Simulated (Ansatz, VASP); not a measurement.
**One calculation of TePb, two programs**

The input INCAR:

```
SYSTEM = TePb
PREC = Accurate
ENCUT = 520
EDIFF = 1E-6
ISMEAR = 0
SIGMA = 0.02
LREAL = .False.
LASPH = .True.
NELM = 80
ALGO = Normal
ISIF = 2
LWAVE = .False.
LCHARG = .False.
GGA = PE
NBANDS = 17
```

File KPOINTS:

```
Automatic mesh
0
Gamma
  8 8 8
  0 0 0
```

POSCAR

```
TePb
1.0
    0.0000000000      3.2189696447      3.2189696447
    3.2189696447      0.0000000000      3.2189696447
    3.2189696447      3.2189696447      0.0000000000
Te Pb
1 1
Direct
    0.5000000000      0.5000000000      0.5000000000
    0.0000000000      0.0000000000      0.0000000000
```

Input for Ansatz:

```yaml
crystal:
  lattice:
    - [0.0, 3.2189696447, 3.2189696447]
    - [3.2189696447, 0.0, 3.2189696447]
    - [3.2189696447, 3.2189696447, 0.0]
  atoms:
    - { symbol: Te, position: [0.5, 0.5, 0.5] }
    - { symbol: Pb, position: [0.0, 0.0, 0.0] }
basis:
  ecutwfc: 420
kpoints:
  mp_grid: { grid: [8, 8, 8] }
hamiltonian:
  xc: pbe
scf:
  occupations: { method: gaussian, width: 0.02 }
output:
  forces: true
  stress: true
  eigenvalues: true
```

Alike in both runs: task single point; functional PBE; k mesh 8 × 8 × 8; occupations gaussian, width 0.02 eV; no spin polarisation.

|  | VASP | Ansatz |
| --- | --- | --- |
| version | VASP 6.6.1 | Ansatz 0.2.0 |
| potentials or method | VASP PAW PBE potentials, release 64 (Te, Pb_d) | scalar-relativistic, plane waves, PAW |
| plane-wave cutoff (eV) | 520 | 420 |
| valence electrons in the cell | 20 | 30 |

|  | VASP | Ansatz | Ansatz less VASP |
| --- | --- | --- | --- |
| gap on the k mesh at the Fermi level (eV) | 0.71 | 0.71 | -0.005 |
| least direct gap on the mesh (eV) | 0.71 | 0.71 | -0.005 |
| pressure (GPa) | 2.6 | 2.7 | +0.06 |

With one functional, cell and mesh, what is left measures potentials, basis and numerics. The two sets of potentials don't hold the same shells in valence.

Caveats: spin-orbit coupling is left out, which as a rule narrows the gap of such compounds by several tenths of an eV. A k mesh can miss the band edges.
